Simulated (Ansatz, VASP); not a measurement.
# Cross-check of AlN between VASP and Ansatz, part 2 of 3

One calculation is typed for both programs; each brings its own data sets and cutoff. How far apart do they land?

VASP 6.6.1 and Ansatz 0.2.0.

So far: The starting structure; VASP: band structure, HSE06.

### 3. Ansatz: band structure, HSE06

Level of this step: Ansatz beside VASP: Kohn-Sham DFT, plane waves, HSE06 (Ansatz).

Ansatz runs on its default PAW (the set named soft_2) files.

The same cell, functional, mesh and smearing now go to Ansatz, which takes its cutoff from its data sets.

File input.yaml:

```yaml
crystal:
  lattice:
    - [3.11, 0.0, 0.0]
    - [-1.555, 2.6933390058, 0.0]
    - [0.0, 0.0, 4.98]
  atoms:
    - { symbol: Al, position: [0.6666666667, 0.3333333333, 0.0] }
    - { symbol: Al, position: [0.3333333333, 0.6666666667, 0.5] }
    - { symbol: "N", position: [0.6666666667, 0.3333333333, 0.382] }
    - { symbol: "N", position: [0.3333333333, 0.6666666667, 0.882] }
hamiltonian:
  xc: { exchange: pbe, correlation: pbe, exx: { coeff: 0.25, omega: 0.2 } }
  pseudopotentials: { kind: paw }
kpoints:
  mp_grid: { grid: [5, 5, 3] }
  band_path:
    path:
      - [0.0, 0.0, 0.0]
      - [0.4, 0.0, 0.0]
      - [0.4, 0.2, 0.0]
      - [0.2, 0.2, 0.0]
      - [0.0, 0.0, 0.1]
      - [0.0, 0.0, 0.5]
      - [0.4, 0.0, 0.5]
      - [0.4, 0.2, 0.5]
      - [0.2, 0.2, 0.5]
      - [0.5, 0.0, 0.4]
      - [0.33333, 0.33333, 0.0]
      - [0.33333, 0.33333, 0.5]
    npoints: 1
scf:
  occupations: { method: gaussian, width: 0.02 }
  n_extra_bands: 8
output:
  forces: true
  stress: true
  eigenvalues: true
```

Started as:

```console
ansatz run input.yaml --threads 4 --pin off --max-ram 9216MiB --backend cpu --events-out ev --progress --plain --runs-dir out
```

Numbers of over 12 decimals in the logs are rounded to 6 here.

Log:

```text
Warning: output.stress: scf.convergence.dr2_threshold = 1e-7 eV (the SCF's general default) is looser than the 4e-10 eV advised for a printed stress (1e-10 eV for each atom of the cell: 4). What an SCF threshold leaves in a stress goes as its square root, and in the free energy as the threshold itself, and one threshold admits the most on a small cell: [figures from the program's tests cut] Set scf.convergence.dr2_threshold to 4e-10 eV or tighter. The threshold is an SCF's pass mark: one that does not reach it within its budget of iterations ends unconverged, or closes short of it on a stop that the run arms, and scf.convergence.dr2_threshold's page says what that costs each kind of run
Warning: output.stress: scf.exx.energy_threshold = 1e-6 eV is looser than the 4e-8 eV advised for a stress under a hybrid functional (1e-8 eV for each atom of the cell: 4). Every SCF of the exchange loop can meet its threshold on dr2 while the loop round them stops early: no threshold on dr2 bounds what that leaves in the stress. Set scf.exx.energy_threshold to 4e-8 eV or tighter. The threshold is the loop's pass mark: a loop that does not reach it within its budget of cycles ends unconverged, and scf.exx.energy_threshold's page has the law
scf.n_extra_bands = 8 over 8 filled bands (N_el = 16.0): the run solves 16 bands
Engine: ansatz 0.2.0, aarch64-unknown-linux-gnu
Pseudopotentials: kind: paw
Pseudopotential: Al, paw, valence charge 3, recommended cutoff 420 eV (normal), Al.paw.azcp
Pseudopotential: N, paw, valence charge 5, recommended cutoff 420 eV (normal), N.paw.azcp
Functional definition: unnamed
  parameter a_1 = 0.25
  parameter omega_1 = 0.2/angstrom
  exchange = pbe_x + (-a_1)*pbe_x_sr(omega_1) + a_1*exact_x_sr(omega_1)
  correlation = pbe_c
Crystal: 4 atoms, lattice volume = 41.714 Å³
Basis set: ecut = 420 eV, 809 PW (Γ), exchange–correlation on 48×48×72 points (8 copies of the dense FFT grid, shifted against one another)
Bands: 16, of which v1, the nominal top of the filled ones, is band 8 counted from 1 (7 counted from 0)
Symmetry: 12 space group operations
Space group: P63mc (ITA 186), of the structure as read, at distance tolerance 3.5e-5 Å
k-points: 10 of 75 (time reversal used)
Non-local potential: Al, projectors of the file, l = 0: 2, l = 1: 2, l = 2: 1
Non-local potential: N, projectors of the file, l = 0: 2, l = 1: 2, l = 2: 1
PAW form: soft (Blöchl's): semilocal exchange-correlation on the pseudo side does not see the compensation charge
PAW frozen core: Al, regenerated for the run's functional, and the local potential with it (the file was generated under x = pbe(κ = 0.804, μ = 0.219515), c = pbe(β = 0.066725))
PAW frozen core: N, regenerated for the run's functional, and the local potential with it (the file was generated under x = pbe(κ = 0.804, μ = 0.219515), c = pbe(β = 0.066725))
PAW one-centre angular grid: Al, 110 points (default); XC on 64 Gauss nodes
PAW one-centre angular grid: N, 110 points (default); XC on 64 Gauss nodes
Initial density: superposition of atomic densities (neutral atoms: chi_scale 0, normalization atom), corrected by the library's trained network
Initial wavefunctions: pseudopotential atomic-orbital guess
Functional: x = pbe(κ = 0.804, μ = 0.219515), c = pbe(β = 0.066725), warm-up for x = pbe(κ = 0.804, μ = 0.219515) + 0.25 (exact − pbe) at short range (hse, ω = 0.2 Å⁻¹), c = pbe(β = 0.066725)
SCF iter   1: F=—  HF=-1848.478298 eV  |F-HF|=—  |Δ(HF+E_count)|=         —  Δρ=7.96e-4  dr2=1.04e-4  ethr=1.77e-3  ⟨swp⟩=2.0  Hψ=1140  notcnv=0
preconditioner: auto → none  [insulator: Δε(μ)=4.200 eV  Ē_g=15.399 eV  σ=0.020 eV  W_gap=1.00  n_scr=2 (ndim 8)  ℏωp=23.0 eV  f_vac=0.000  D(μ)=0.00/eV (n_scr^D=0)]
SCF iter   2: F=-1848.478560 eV  HF=-1848.478490 eV  |F-HF|=6.99e-5  |Δ(HF+E_count)|=   1.92e-4  Δρ=3.91e-4  dr2=2.10e-5  ethr=6.50e-7  ⟨swp⟩=4.7  Hψ=388  notcnv=0  defer=3
SCF 1 stopped early in 2 iterations: F = -1848.478560 eV  dr2 = 2.10e-5
  greatest PAW one-centre occupation: 0.788 electrons in one spin orbital (limit 2), on the N atom at site 3 (counted from 0), in its partial waves of l = 0
Initial density: handed on by an earlier stage of this run
Initial wavefunctions: those handed on with the density
Functional: x = pbe(κ = 0.804, μ = 0.219515) + 0.25 (exact − pbe) at short range (hse, ω = 0.2 Å⁻¹), c = pbe(β = 0.066725)
Exchange kernel: α = 0.2500, screened, ω = 0.2000 Å⁻¹, Wigner–Seitz truncation, v(0) = 1103.0985 eV·Å³, q-mesh 5×5×3, nearest image of the exchange supercell L = 14.94 Å, pair-density grid 15×15×24, without the augmentation charges, whose exchange is taken in its separable form by FFT convolution over the k-point mesh (sized by the pseudopotential files, 20×20×36 at the most), smooth part of the exact exchange by density-matrix convolution
Frozen-core exchange: fock
SCF iter   1: F=—  HF=-1849.423342 eV  |F-HF|=—  |Δ(HF+E_count)|=         —  Δρ=6.27e-3  dr2=7.77e-3  ethr=1.31e-6  ⟨swp⟩=8.2  Hψ=889  notcnv=0
preconditioner: auto → none  [insulator: Δε(μ)=5.542 eV  Ē_g=17.561 eV  σ=0.020 eV  W_gap=1.00  n_scr=2 (ndim 8)  ℏωp=23.0 eV  f_vac=0.000  D(μ)=0.00/eV (n_scr^D=0)]
SCF iter   2: F=—  HF=-1849.420454 eV  |F-HF|=—  |Δ(HF+E_count)|=   2.89e-3  Δρ=2.84e-3  dr2=2.17e-3  ethr=1.31e-6  ⟨swp⟩=3.0  Hψ=400  notcnv=0
iter 3 solved again at ethr=4.61e-9 eV; its pass at ethr=1.31e-6 eV (dr2=7.37e-7 eV) is discarded
SCF iter   3: F=—  HF=-1849.419753 eV  |F-HF|=—  |Δ(HF+E_count)|=   7.02e-4  Δρ=5.58e-5  dr2=4.98e-4  ethr=4.61e-9  ⟨swp⟩=3.4  Hψ=735  notcnv=0  defer=1
SCF iter   4: F=—  HF=-1849.424734 eV  |F-HF|=—  |Δ(HF+E_count)|=   4.98e-3  Δρ=5.07e-4  dr2=7.64e-5  ethr=4.57e-9  ⟨swp⟩=5.0  Hψ=681  notcnv=0
SCF iter   5: F=—  HF=-1849.424720 eV  |F-HF|=—  |Δ(HF+E_count)|=   1.44e-5  Δρ=1.71e-4  dr2=1.55e-5  ethr=4.57e-9  ⟨swp⟩=4.1  Hψ=402  notcnv=0
SCF iter   6: F=-1849.424763 eV  HF=-1849.424762 eV  |F-HF|=7.80e-7  |Δ(HF+E_count)|=   4.26e-5  Δρ=6.01e-5  dr2=1.35e-6  ethr=4.57e-9  ⟨swp⟩=4.0  Hψ=400  notcnv=0
SCF 2 stopped early in 6 iterations: F = -1849.424763 eV  dr2 = 1.35e-6
  Residual-converged pass: ⟨swp⟩=3.0  Hψ=304  notcnv=0  max |occ|·‖R‖ = 5.5e-6 eV (tolerance 6.7e-6 eV)  dr2=1.35e-6  dr2_onsite=1.04e-7  max |Δocc| = 0.0e0
hybrid outer 1: dexx = +5.449e-3 eV, tail = 9.54e-6 eV
Exchange kernel: α = 0.2500, screened, ω = 0.2000 Å⁻¹, Wigner–Seitz truncation, v(0) = 1103.0985 eV·Å³, q-mesh 5×5×3, nearest image of the exchange supercell L = 14.94 Å, pair-density grid 15×15×24, without the augmentation charges, whose exchange is taken in its separable form by FFT convolution over the k-point mesh (sized by the pseudopotential files, 20×20×36 at the most), smooth part of the exact exchange by density-matrix convolution
Frozen-core exchange: fock
SCF iter   1: F=—  HF=-1849.424765 eV  |F-HF|=—  |Δ(HF+E_count)|=         —  Δρ=2.42e-5  dr2=2.02e-7  ethr=2.98e-7  ⟨swp⟩=3.4  Hψ=358  notcnv=0
preconditioner: auto → none  [insulator: Δε(μ)=5.591 eV  Ē_g=17.567 eV  σ=0.020 eV  W_gap=1.00  n_scr=2 (ndim 8)  ℏωp=23.0 eV  f_vac=0.000  D(μ)=0.00/eV (n_scr^D=0)]
SCF iter   2: F=—  HF=-1849.424765 eV  |F-HF|=—  |Δ(HF+E_count)|=   3.15e-8  Δρ=8.80e-6  dr2=2.40e-8  ethr=1.19e-9  ⟨swp⟩=3.2  Hψ=322  notcnv=0
SCF iter   3: F=-1849.424765 eV  HF=-1849.424765 eV  |F-HF|=1.44e-9  |Δ(HF+E_count)|=   6.47e-8  Δρ=2.97e-6  dr2=1.74e-9  ethr=7.79e-11  ⟨swp⟩=3.8  Hψ=408  notcnv=0  defer=1
SCF 3 converged in 3 iterations: F = -1849.424765 eV  dr2 = 1.74e-9
  Residual-converged pass: ⟨swp⟩=3.0  Hψ=320  notcnv=0  max |occ|·‖R‖ = 4.5e-7 eV (tolerance 6.3e-7 eV)  dr2=1.71e-9  dr2_onsite=7.06e-10  max |Δocc| = 0.0e0
hybrid outer 2: dexx = +7.477e-8 eV, tail = 6.42e-9 eV, Δε = 1.53e-3 eV (about 5.11e-5 eV left of the loop's levels), ΔF = 3.81e-4 eV/Å (tail 1.78e-4)
NSCF: frozen V_eff on 12 k-points
hybrid SCF converged: 2 outer / 9 inner (+2 warm-up), last move |dexx| = 7.48e-8 eV, tail = 6.42e-9 eV
Stability not checked: this state was not tested for a lower state beside it, because the functional holds exact exchange (a hybrid, or Hartree-Fock), whose exchange loop this test does not read (fock_operator; see scf.lower_state_search)
Free energy (F): -1849.424765 eV
Frozen-core exchange: fock
Harris-Foulkes:  -1849.424765 eV  (|F-HF|=1.44e-9)
Internal energy: -1849.424765 eV  (E = F + TS)
E sigma→0 (E₀):  -1849.424765 eV
Fermi energy:    9.041404 eV
--- Per-component energies (eV) ---
  E_band       = 7.840178
  E_kinetic    = 320.187361
  E_local      = -447.106212  (includes V_loc(G=0)·N_el)
  E_nonlocal   = 108.423802
  E_hartree    = 156.194169
  E_xc         = -165.005514
  E_vxc        = -173.744502  (∫ρ·V_xc dr)
  E_exx        = -36.122956  (= α·E_x^exact, valence–valence)
  E_paw        = -1193.769703  (= ΣΔE_a)
  E_vpaw       = -40.063339  (= ΣTr[D̂ρ^β])
  E_aug_tail   = 0.000192  (compensation charges beyond the density's cutoff)
  E_ewald      = -592.091798
  E_core_change = -0.134105  (= ΣΔE_core)
  E_smearing   = -0.000000  (= −TS)
  E_closure    = -0.000001  (closes the sum)
  Σ components = -1849.424765   (vs F -1849.424765, Δ=2.27e-13)
--- Forces (eV/Å), atoms counted from 1 ---
  atom   1  Al    -0.00000000     0.00000000     0.00599841
  atom   2  Al     0.00000000     0.00000000     0.00599841
  atom   3  N      0.00000000    -0.00000000    -0.00603047
  atom   4  N      0.00000000     0.00000000    -0.00603047
  max |Σ_I F_I| component: 6.41e-5 eV/Å
--- Stress (GPa, compression-positive) ---
       -1.098981       0.000000       0.000000
        0.000000      -1.098981       0.000000
        0.000000       0.000000      -1.350751
  P = ⅓ Tr σ = -1.1829 GPa (-11.829 kbar)
--- Band table (eV; the first three rows and the last of 10) ---
  k-point 0: bands = [... 4 lower, 5.2855, 6.0002, 6.0002, 6.2460, 11.8368, 14.4228, 18.7350, 19.0472, ... 4 higher]
  k-point 1: bands = [... 4 lower, 5.4558, 5.4558, 5.8128, 5.8128, 13.3570, 14.5674, 18.1783, 19.0564, ... 4 higher]
  k-point 2: bands = [... 4 lower, 4.2271, 4.7246, 5.8643, 5.9625, 13.5166, 15.6150, 16.5217, 17.6613, ... 4 higher]
  k-point 9: bands = [... 4 lower, 2.5185, 3.4928, 4.6481, 5.2580, 13.5443, 14.8850, 16.6240, 16.8682, ... 4 higher]
```

The job ended after 26 s (4 threads of Arm Neoverse N1, shared host; peak memory 0.57 GiB).

### 4. Side by side

Known differences besides the potentials themselves: exact exchange at q = 0 is treated differently, which shows on coarse meshes; VASP keeps PBE cores, Ansatz makes them for the functional; the cutoff is 420 eV in Ansatz and 520 eV in VASP; VASP takes a coarser grid for exact exchange (PRECFOCK = Fast). Total energies have different zeros and are not compared.

Compared:

| quantity | Ansatz | VASP | difference |
| --- | --- | --- | --- |
| gap over the path points (eV) | 5.591 | 5.585 | +0.006 |

Levels at points of the path, from each program's valence-band top (eV; 4 filled, then empty):

| k (reciprocal lattice) | Ansatz | VASP |
| --- | --- | --- |
| 0.000 0.000 0.000 | -0.96 -0.25 -0.25 0.00 5.59 8.18 12.49 | -0.97 -0.24 -0.24 0.00 5.58 8.15 12.50 |
| 0.400 0.000 0.000 | -4.12 -2.19 -1.40 -0.71 7.40 7.52 9.69 | -4.14 -2.21 -1.42 -0.72 7.39 7.54 9.68 |
| 0.400 0.200 0.000 | -3.54 -3.22 -2.08 -1.94 6.71 9.04 10.71 | -3.57 -3.25 -2.10 -1.96 6.72 9.05 10.72 |
| 0.200 0.200 0.000 | -4.11 -2.31 -1.35 -0.97 8.11 8.86 10.07 | -4.14 -2.33 -1.36 -0.98 8.12 8.86 10.09 |
| 0.000 0.000 0.100 | -0.94 -0.27 -0.27 -0.24 5.79 8.21 12.41 | -0.95 -0.26 -0.26 -0.24 5.78 8.18 12.41 |
| 0.000 0.000 0.500 | -0.61 -0.61 -0.61 -0.61 7.99 7.99 12.05 | -0.62 -0.62 -0.62 -0.62 7.97 7.97 12.02 |
| 0.400 0.000 0.500 | -1.57 -1.57 -1.53 -1.53 6.92 6.92 10.99 | -1.59 -1.59 -1.54 -1.54 6.91 6.91 10.99 |
| 0.400 0.200 0.500 | -3.31 -3.31 -0.97 -0.97 7.87 7.87 10.52 | -3.33 -3.33 -0.98 -0.98 7.87 7.87 10.52 |
| 0.200 0.200 0.500 | -2.42 -2.42 -1.26 -1.26 8.03 8.03 11.13 | -2.44 -2.44 -1.28 -1.28 8.03 8.03 11.13 |
| 0.500 0.000 0.400 | -1.94 -1.84 -1.37 -1.21 6.37 7.05 10.57 | -1.96 -1.85 -1.39 -1.22 6.36 7.04 10.57 |

At this near-relaxed geometry the largest component of a force difference is 3 meV/Å. Among the levels compared at these points, filled levels agree within 40 meV and empty ones within 33 meV.

(Part 2 of 3 ends here.)

[Lines on the potential files, build, host, timing and source positions are cut from VASP's logs without a mark.]

[Logs are printed without paths, hosts, clocks, repeated set-up lines and the standing remarks that a program may print on its own settings, such as how far it seeks lower states.]

[Hosts, paths, dates, database ids (printed as entryN), source tags and the programs' standing remarks are cut or masked in the printed files.]
